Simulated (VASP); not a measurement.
# HfC (Fm-3m) in VASP: further runs

Aim: see how the results for HfC move with the level of theory and the settings. Levels: PBE+D3, PBE+D3(BJ), PBE+D4, PBE+rVV10. Tasks: relaxation of cell and atoms.

Everything below comes from runs of VASP 6.6.1. Logs are shortened: lines on timing, memory, paths and dates and some standing lists are left out, and cuts for length are marked.

## Step 1: Starting point

It takes space group Fm-3m (No. 225, cubic). The conventional cell has a = 4.650 Å, b = 4.650 Å, c = 4.650 Å, α = 90.00°, β = 90.00°, γ = 90.00°. Around Hf (site symmetry m-3m) lie 6 C at 2.33 Å. Around C (site symmetry m-3m) lie 6 Hf at 2.33 Å.

## Step 2: Relaxation of cell and atoms, PBE+D3

INCAR

```
SYSTEM = HfC
ALGO = Normal
EDIFF = 1E-6
EDIFFG = -0.01
ENCUT = 600
GGA = PE
IBRION = 2
ISIF = 3
ISMEAR = -1
IVDW = 11
LASPH = .TRUE.
LCHARG = .FALSE.
LREAL = .FALSE.
LWAVE = .FALSE.
NELM = 80
NSW = 40
PREC = Accurate
SIGMA = 0.05
```

KPOINTS

```
k-points
0
G
  10 10 10
  0 0 0
```

POSCAR

```
HfC
1.0
    0.0000000000      2.3250000000      2.3250000000
    2.3250000000      0.0000000000      2.3250000000
    2.3250000000      2.3250000000      0.0000000000
Hf C
1 1
Direct
    0.5000000000      0.5000000000      0.5000000000
    0.0000000000      0.0000000000      0.0000000000
```

Potentials or basis: VASP PAW PBE potentials, release 64 (Hf_pv, C).

Run with:

```sh
$ cat potpaw_PBE.64/Hf_pv/POTCAR potpaw_PBE.64/C/POTCAR > POTCAR
$ mpirun -np 1 vasp_std > vasp.out
```

OUTCAR:

```text
SYSTEM = HfC
   EDIFF = 1E-6
   EDIFFG = -0.01
   ENCUT = 600
   GGA = PE
   IBRION = 2
   ISIF = 3
   ISMEAR = -1
   IVDW = 11
   LASPH = .TRUE.
   LREAL = .FALSE.
   NELM = 80
   NSW = 40
   PREC = Accurate
 IVDW          = 11

 ion  position               nearest neighbor table
   1  0.500  0.500  0.500-   2 2.33   2 2.33   2 2.33   2 2.33   2 2.33   2 2.33
   2  0.000  0.000  0.000-   1 2.33   1 2.33   1 2.33   1 2.33   1 2.33   1 2.33

  LATTYP: Found a face centered cubic cell.
 ALAT       =     4.6500000000

  Lattice vectors:

 A1 = (   0.0000000000,   2.3250000000,   2.3250000000)
 A2 = (   2.3250000000,   0.0000000000,   2.3250000000)
 A3 = (   2.3250000000,   2.3250000000,   0.0000000000)

Analysis of symmetry for initial positions (statically):
=====================================================================
 Subroutine PRICEL returns:
 Original cell was already a primitive cell.

 Routine SETGRP: Setting up the symmetry group for a
 face centered cubic supercell.

 Subroutine GETGRP returns: Found 48 space group operations
 (whereof 48 operations were pure point group operations)
 out of a pool of 48 trial point group operations.

The static configuration has the point symmetry O_h .

Analysis of symmetry for dynamics (positions and initial velocities):
=====================================================================
 Subroutine PRICEL returns:
 Original cell was already a primitive cell.

 Routine SETGRP: Setting up the symmetry group for a
 face centered cubic supercell.

 Subroutine GETGRP returns: Found 48 space group operations
 (whereof 48 operations were pure point group operations)
 out of a pool of 48 trial point group operations.

The dynamic configuration has the point symmetry O_h .

 Subroutine INISYM returns: Found 48 space group operations
 (whereof 48 operations are pure point group operations),
 and found     1 'primitive' translations

----------------------------------------------------------------------------------------

                                     Primitive cell

  volume of cell :      25.1362

  direct lattice vectors                    reciprocal lattice vectors
     0.000000000  2.325000000  2.325000000    -0.215053763  0.215053763  0.215053763
     2.325000000  0.000000000  2.325000000     0.215053763 -0.215053763  0.215053763
     2.325000000  2.325000000  0.000000000     0.215053763  0.215053763 -0.215053763

  length of vectors
     3.288046533  3.288046533  3.288046533     0.372484045  0.372484045  0.372484045

  position of ions in fractional coordinates (direct lattice)
     0.500000000  0.500000000  0.500000000
     0.000000000  0.000000000  0.000000000

  ion indices of the primitive-cell ions
   primitive index   ion index
                 1           1
                 2           2

----------------------------------------------------------------------------------------

 KPOINTS: k-points

Automatic generation of k-mesh.
 Grid dimensions read from file:
 generate k-points for:   10   10   10

 Generating k-lattice:

  Cartesian coordinates                     Fractional coordinates (reciprocal lattice)
    -0.021505376  0.021505376  0.021505376     0.100000000  0.000000000  0.000000000
     0.021505376 -0.021505376  0.021505376     0.000000000  0.100000000  0.000000000
     0.021505376  0.021505376 -0.021505376     0.000000000  0.000000000  0.100000000

  Length of vectors
     0.037248404  0.037248404  0.037248404

  Shift w.r.t. Gamma in fractional coordinates (k-lattice)
     0.000000000  0.000000000  0.000000000

 Subroutine IBZKPT returns following result:
 ===========================================

 Found     47 irreducible k-points:

 Following reciprocal coordinates:
            Coordinates               Weight
  0.000000  0.000000  0.000000      1.000000
  0.100000  0.000000  0.000000      8.000000
  0.200000  0.000000  0.000000      8.000000
  0.300000  0.000000  0.000000      8.000000
  0.400000  0.000000  0.000000      8.000000
  0.500000  0.000000  0.000000      4.000000
[... 16 lines left out ...]
  0.300000  0.300000  0.000000      6.000000
  0.400000  0.300000  0.000000     24.000000
 [... further k-points ...]
   k-points           NKPTS =     47   k-points in BZ     NKDIM =     47   number of bands    NBANDS=     11
   number of dos      NEDOS =    301   number of ions     NIONS =      2
   total plane-waves  NPLWV =  21952
   dimension x,y,z NGX =    28 NGY =   28 NGZ =   28
   dimension x,y,z NGXF=    56 NGYF=   56 NGZF=   56
   ions per type =               1   1
   NGX,Y,Z   is equivalent  to a cutoff of  14.16, 14.16, 14.16 a.u.
   NGXF,Y,Z  is equivalent  to a cutoff of  28.31, 28.31, 28.31 a.u.
 SYSTEM =  HfC
   PREC   = accura    normal or accurate (medium, high low for compatibility)
   ISTART =      0    job   : 0-new  1-cont  2-samecut
   ICHARG =      2    charge: 1-file 2-atom 10-const
   ISPIN  =      1    spin polarized calculation?
   LNONCOLLINEAR =      F non collinear calculations
   LSORBIT =      F    spin-orbit coupling
   LASPH  =      T    aspherical Exc in radial PAW
   ENCUT  =  600.0 eV  44.10 Ry    6.64 a.u.   6.57  6.57  6.57*2*pi/ulx,y,z
   NELM   =     80;   NELMIN=  2; NELMDL= -5     # of ELM steps
   EDIFF  = 0.1E-05   stopping-criterion for ELM
   LREAL  =      F    real-space projection
   EDIFFG = -.1E-01   stopping-criterion for IOM
   NSW    =     40    number of steps for IOM
   IBRION =      2    ionic relax: 0-MD 1-quasi-New 2-CG
   NFREE  =      1    steps in history (QN), initial steepest desc. (CG)
   ISIF   =      3    stress and relaxation
   ISYM   =      2    0-nonsym 1-usesym 2-fastsym
   POTIM  = 0.5000    time-step for ionic-motion
   TEBEG  =    0.0;   TEEND  =   0.0 temperature during run
   PSTRESS=    0.0 pullay stress
   NELECT =      14.0000    total number of electrons
   NUPDOWN=      -1.0000    fix difference up-down
   EMIN   =  10.00;   EMAX   =-10.00  energy-range for DOS
   EFERMI =   0.00;   METHOD = LEGACY
   ISMEAR =    -1;   SIGMA  =   0.05  broadening in eV -4-tet -1-fermi 0-gaus
   EFERMI_NEDOS =   21; number of points for ismear=-14 and -15
   IALGO  =     38    algorithm
   IMIX   =      4    mixing-type and parameters
     AMIX     =   0.40;   BMIX     =  1.00
     AMIX_MAG =   1.60;   BMIX_MAG =  1.00
  volume/ion in A,a.u.               =      12.57        84.81
  Fermi-wavevector in a.u.,A,eV,Ry     =   1.346949  2.545365 24.684672  1.814272
  Thomas-Fermi vector in A             =   2.474740
   LORBIT       =      0    0 simple, 1 ext, 2 COOP (PROOUT), +10 PAW based schemes
   GGA     = PE    functional components
   LHFCALC =     F    Hartree Fock is set to
   AEXX    =    0.0000 exact exchange contribution
   IVDW    =    11    specifies the selected vdW correction
   LEPSILON=     F    determine dielectric tensor
   LRPA    =     F    only Hartree local field effects (RPA)
 conjugate gradient relaxation of ions
 non-spin polarized calculation
  energy-cutoff  :      600.00
  volume of cell :       25.14
 maximum number of plane-waves:       869
 NGX is ok and might be reduce to    28
   NGX = 13   NGY = 13   NGZ = 13

--------------------------------------- Ionic step        1  -------------------------------------------

 number of electron      14.0000000 magnetization

 Free energy of the ion-electron system (eV)
  ---------------------------------------------------
  ext. energy  EPLUGINS =         0.00000000
  ---------------------------------------------------
  free energy    TOTEN  =       -21.04541827 eV

  energy without entropy =      -21.04261788  energy(sigma->0) =      -21.04401808

------------------------ aborting loop because EDIFF is reached ----------------------------------------

 Edisp (eV)   -0.54945

 E8    (eV) :    -0.3384

  FORCE on cell =-STRESS in cart. coord.  units (eV):
  Direction    XX          YY          ZZ          XY          YZ          ZX
  --------------------------------------------------------------------------------------
  -------------------------------------------------------------------------------------
  Total      -0.73099    -0.73099    -0.73099     0.00000     0.00000     0.00000
  in kB     -46.59348   -46.59348   -46.59348     0.00000     0.00000     0.00000
  external pressure =      -46.59 kB  Pullay stress =        0.00 kB
[... 61 lines left out ...]
  energy  without entropy=      -21.5769361276  energy(sigma->0) =      -21.57821033

--------------------------------------- Ionic step        3  -------------------------------------------

 number of electron      14.0000000 magnetization

 Free energy of the ion-electron system (eV)
  ---------------------------------------------------
  ext. energy  EPLUGINS =         0.00000000
  ---------------------------------------------------
  free energy    TOTEN  =       -21.03994214 eV

  energy without entropy =      -21.03725455  energy(sigma->0) =      -21.03859835

 E-fermi :   6.1225     XC(G=0): -12.3808

 val. band max:        6.1040788532   @ k =   0.1000   0.0000   0.0000
 cond. band min:       6.2484320777   @ k =   0.1000   0.1000   0.0000
 fundamental gap:      0.1443532245
 Fermi energy:         6.1225234402

 k-point     1 :       0.0000    0.0000    0.0000
  band No.  band energies     occupation
      1     -23.3721      2.00000
      2     -23.3721      2.00000
      3     -23.3721      2.00000
      4      -6.3073      2.00000
      5       7.1082      0.00000
      6       7.1082      0.00000
      7       7.1082      0.00000
      8       7.5007      0.00000
      9       7.5007      0.00000
     10       7.5007      0.00000
     11       9.5547      0.00000
[... 309 lines left out ...]
 k-point    24 :       0.4000    0.3000    0.0000
  band No.  band energies     occupation
      1     -23.8993      2.00000
      2     -23.5837      2.00000
      3     -23.5615      2.00000
      4      -4.1888      2.00000
      5       2.3540      2.00000
      6       4.2606      2.00000
      7       5.3853      2.00000
      8       6.3119      0.04430
      9      11.5822      0.00000
     10      12.6293      0.00000
     11      12.7577      0.00000

 [... further k-points ...]

------------------------ aborting loop because EDIFF is reached ----------------------------------------

 Edisp (eV)   -0.56211

 E8    (eV) :    -0.3474

  FORCE on cell =-STRESS in cart. coord.  units (eV):
  Direction    XX          YY          ZZ          XY          YZ          ZX
  --------------------------------------------------------------------------------------
  -------------------------------------------------------------------------------------
  Total      -0.01060    -0.01060    -0.01060    -0.00000    -0.00000     0.00000
  in kB      -0.68869    -0.68869    -0.68869    -0.00000    -0.00000     0.00000
  external pressure =       -0.69 kB  Pullay stress =        0.00 kB
[... 17 lines left out ...]
  FREE ENERGIE OF THE ION-ELECTRON SYSTEM (eV)
  ---------------------------------------------------
  free  energy   TOTEN  =       -21.6020495287 eV

  energy  without entropy=      -21.5993619400  energy(sigma->0) =      -21.60070573

 reached required accuracy - stopping structural energy minimisation
```

It took 22 s on 1 thread of AMD EPYC 9R45 (Zen 5), shared host; peak memory 0.15 GiB.

What came out:

```yaml
Free_energy: -21.6020 eV
Relaxed_volume: 12.33 Å³/atom
Relaxed_cell: a = 3.267 Å, b = 3.267 Å, c = 3.267 Å, α = 60.00°, β = 60.00°, γ = 60.00°
Space_group_after_relaxing_to_0.05_Å: Fm-3m (No. 225)
Energy_gained_by_relaxing: 3.6 meV/atom
Ionic_steps: 3
Pressure_after_relaxing: -0.1 GPa
Band_gap_on_the_k_mesh: none (metal or under the smearing width)
Dispersion_energy_per_atom: -0.281 eV
```

Step by step:
```tsv
step	energy change (eV)	largest force (eV/Å)	pressure (GPa)	volume (Å³)
1	0.0000	0.0000	-4.66	25.14
2	0.0154	0.0000	9.05	23.83
3	-0.0072	0.0000	-0.07	24.66
```

Final structure:
```
Hf C
1.0
     0.00000    2.31011    2.31011
     2.31011    0.00000    2.31011
     2.31011    2.31011    0.00000
Hf C
1 1
Direct
  0.50000 0.50000 0.50000
  0.00000 0.00000 0.00000
```

Levels at points of the mesh, in eV from the Fermi level:
```tsv
k point	band 3	band 4	band 5	band 6	band 7	band 8	band 9	band 10	band 11
(0.00, 0.00, 0.00)	-29.49	-12.43	0.99	0.99	0.99	1.38	1.38	1.38	3.43
(0.50, 0.00, 0.00)	-29.57	-8.57	-6.25	-3.07	-3.07	5.41	5.41	5.89	6.63
(0.50, 0.50, 0.00)	-29.74	-10.52	-2.59	-1.86	-0.10	-0.10	5.40	6.87	6.87
```

Caveat: pairwise dispersion overbinds metals, which lowers pressure and volume. Spin-orbit coupling is left out, which matters for the levels of Hf.

## Step 3: Relaxation of cell and atoms, PBE+D3(BJ)

INCAR

```
PREC = Accurate ; ENCUT = 600
EDIFF = 1E-6 ; ISMEAR = -1
SIGMA = 0.05 ; LREAL = False
LASPH = True ; NELM = 80
ALGO = Fast ; ISIF = 3
LWAVE = False ; LCHARG = False
GGA = PE ; IVDW = 12
IBRION = 2 ; NSW = 40
EDIFFG = -0.02
```

KPOINTS

```
Automatic mesh
0
Gamma
  10 10 10
```

POSCAR is that of step 2.

Potentials or basis: VASP PAW PBE potentials, release 64 (Hf_pv, C).

Run with:

```sh
$ cat potpaw_PBE.64/Hf_pv/POTCAR potpaw_PBE.64/C/POTCAR > POTCAR
$ mpirun -np 1 vasp_std > vasp.out
```

Run time: 27 s. Hardware: 1 thread of AMD EPYC 9R45 (Zen 5), shared host; peak memory 0.15 GiB.

Results (log left out):

```
Free energy                            : -21.7709 eV
Relaxed volume                         : 12.29 Å³/atom
Relaxed cell                           : a = 3.264 Å, b = 3.264 Å, c = 3.264 Å, α = 60.00°, β = 60.00°, γ = 60.00°
Space group after relaxing (to 0.05 Å) : Fm-3m (No. 225)
Energy gained by relaxing              : 4.7 meV/atom
Ionic steps                            : 3
Pressure after relaxing                : -0.1 GPa
Band gap on the k mesh                 : none (metal or under the smearing width)
Dispersion energy per atom             : -0.366 eV
```

The path:
| step | energy change (eV) | largest force (eV/Å) | pressure (GPa) | volume (Å³) |
| --- | --- | --- | --- | --- |
| 1 | 0.0000 | 0.0000 | -5.29 | 25.14 |
| 2 | 0.0197 | 0.0000 | 10.40 | 23.66 |
| 3 | -0.0093 | 0.0000 | -0.08 | 24.59 |

Final structure:
```
CELL_PARAMETERS angstrom
0.00000 2.30798 2.30798
2.30798 0.00000 2.30798
2.30798 2.30798 0.00000
ATOMIC_POSITIONS crystal
Hf 0.50000 0.50000 0.50000
C 0.00000 0.00000 0.00000
```

Levels at points of the mesh, in eV from the Fermi level:
| k point | band 3 | band 4 | band 5 | band 6 | band 7 | band 8 | band 9 | band 10 | band 11 |
| --- | --- | --- | --- | --- | --- | --- | --- | --- | --- |
| (0.00, 0.00, 0.00) | -29.48 | -12.44 | 0.99 | 0.99 | 0.99 | 1.38 | 1.38 | 1.38 | 3.44 |
| (0.50, 0.00, 0.00) | -29.56 | -8.57 | -6.26 | -3.08 | -3.08 | 5.42 | 5.42 | 5.90 | 6.64 |
| (0.50, 0.50, 0.00) | -29.73 | -10.53 | -2.59 | -1.87 | -0.10 | -0.10 | 5.42 | 6.89 | 6.89 |

Caveat: pairwise dispersion overbinds metals, which lowers pressure and volume. Spin-orbit coupling is left out, which matters for the levels of Hf.

## Step 4: Relaxation of cell and atoms, PBE+D4

INCAR

```
SYSTEM = HfC
ALGO = Normal
EDIFF = 1E-7
EDIFFG = -0.02
ENCUT = 600
GGA = PE
IBRION = 2
ISIF = 3
ISMEAR = -1
IVDW = 13
LASPH = .True.
LCHARG = .False.
LREAL = .False.
LWAVE = .False.
NELM = 60
NSW = 60
PREC = Accurate
SIGMA = 0.05
```

KPOINTS

```
k-points
0
Gamma
  10 10 10
  0 0 0
```

POSCAR is that of step 3.

Run with:

```sh
$ cat potpaw_PBE.64/Hf_pv/POTCAR potpaw_PBE.64/C/POTCAR > POTCAR
$ mpirun -np 1 vasp_std > vasp.out
```

It took 30 s on 1 thread of AMD EPYC 9R45 (Zen 5), shared host; peak memory 0.14 GiB.

The run converged. Its results:

```
Free energy                            : -21.5504 eV
Relaxed volume                         : 12.36 Å³/atom
Relaxed cell                           : a = 3.270 Å, b = 3.270 Å, c = 3.270 Å, α = 60.00°, β = 60.00°, γ = 60.00°
Space group after relaxing (to 0.05 Å) : Fm-3m (No. 225)
Energy gained by relaxing              : 2.7 meV/atom
Ionic steps                            : 3
Pressure after relaxing                : 0.0 GPa
Band gap on the k mesh                 : none (metal or under the smearing width)
Dispersion energy per atom             : -0.255 eV
```

The path:
```
step  energy change (eV)  largest force (eV/Å)  pressure (GPa)  volume (Å³)
   1              0.0000                0.0000           -4.03        25.14
   2              0.0110                0.0000            7.60        24.00
   3             -0.0054                0.0000           -0.03        24.72
```

Final structure:
```xyz
2
Lattice="0.0000 2.3120 2.3120 2.3120 0.0000 2.3120 2.3120 2.3120 0.0000" Properties=species:S:1:pos:R:3 pbc="T T T"
Hf    2.3120    2.3120    2.3120
C     0.0000    0.0000    0.0000
```

Levels at points of the mesh, in eV from the Fermi level:
```
           k point  band 5  band 6  band 7  band 8  band 9  band 10
(0.00, 0.00, 0.00)    0.99    0.99    0.99    1.37    1.37     1.37
(0.50, 0.00, 0.00)   -6.24   -3.06   -3.06    5.39    5.39     5.87
(0.50, 0.50, 0.00)   -2.59   -1.85   -0.10   -0.10    5.39     6.85
```

Caveat: pairwise dispersion overbinds metals, which lowers pressure and volume.

## Step 5: Relaxation of cell and atoms, PBE+rVV10

INCAR

```
SYSTEM = HfC
PREC = Accurate ; ENCUT = 600
EDIFF = 1E-6 ; ISMEAR = -1
SIGMA = 0.05 ; LREAL = .False.
LASPH = .True. ; NELM = 100
ALGO = Normal ; ISIF = 3
LWAVE = .False. ; LCHARG = .False.
GGA = PE ; LUSE_VDW = .True.
IVDW_NL = 2 ; BPARAM = 10.0
CPARAM = 0.0093 ; IBRION = 2
NSW = 60 ; EDIFFG = -0.01
```

KPOINTS

```
regular mesh
0
Gamma
  10 10 10
  0 0 0
```

POSCAR is that of step 4.

Run with:

```sh
$ cat potpaw_PBE.64/Hf_pv/POTCAR potpaw_PBE.64/C/POTCAR > POTCAR
$ mpirun -np 1 vasp_std > vasp.out
```

It took 52 s on 1 thread of AMD EPYC 9R45 (Zen 5), shared host; peak memory 0.24 GiB.

Results (log left out):

```
Free energy                            : -20.7948 eV
Relaxed volume                         : 12.47 Å³/atom
Relaxed cell                           : a = 3.280 Å, b = 3.280 Å, c = 3.280 Å, α = 60.00°, β = 60.00°, γ = 60.00°
Space group after relaxing (to 0.05 Å) : Fm-3m (No. 225)
Energy gained by relaxing              : 0.6 meV/atom
Ionic steps                            : 3
Pressure after relaxing                : 0.0 GPa
Band gap on the k mesh                 : none (metal or under the smearing width)
```

The path:
```csv
step,energy change (eV),largest force (eV/Å),pressure (GPa),volume (Å³)
1,0.0000,0.0000,-1.83,25.14
2,0.0022,0.0000,3.33,24.62
3,-0.0011,0.0000,0.00,24.94
```

Final structure:
```cif
data_structure
_symmetry_space_group_name_H-M 'P 1'
_symmetry_Int_Tables_number 1
_cell_length_a 3.2796
_cell_length_b 3.2796
_cell_length_c 3.2796
_cell_angle_alpha 60.000
_cell_angle_beta 60.000
_cell_angle_gamma 60.000
_cell_volume 24.94
loop_
_atom_site_label
_atom_site_type_symbol
_atom_site_fract_x
_atom_site_fract_y
_atom_site_fract_z
_atom_site_occupancy
Hf1 Hf 0.50000 0.50000 0.50000 1
C1 C 0.00000 0.00000 0.00000 1
```

Levels at points of the mesh, in eV from the Fermi level:
```tsv
k point	band 5	band 6	band 7	band 8	band 9	band 10
(0.00, 0.00, 0.00)	0.98	0.98	0.98	1.37	1.37	1.37
(0.50, 0.00, 0.00)	-6.21	-3.03	-3.03	5.35	5.35	5.81
(0.50, 0.50, 0.00)	-2.61	-1.84	-0.11	-0.11	5.35	6.79
```

Caveat: pairwise dispersion overbinds metals, which lowers pressure and volume. The run has no spin-orbit coupling, so splittings on Hf are missing.

## Step 6: Overview

| level | gap on the mesh (eV) | pressure (GPa) | relaxed volume (Å³/atom) |
| --- | --- | --- | --- |
| PBE+D3 | none | -0.1 | 12.33 |
| PBE+D3(BJ) | none | -0.1 | 12.29 |
| PBE+D4 | none | 0.0 | 12.36 |
| PBE+rVV10 | none | 0.0 | 12.47 |

Alike in all rows: task relaxation of cell and atoms; potentials or basis VASP PAW PBE potentials, release 64 (Hf_pv, C); no spin polarisation; cell relaxed; k mesh 10 × 10 × 10; cutoff (eV) 600; smearing fermi-dirac 0.05 eV.

Caveats: pairwise dispersion overbinds metals, which lowers pressure and volume.

Absolute energies hang on the potentials; compare differences alone.
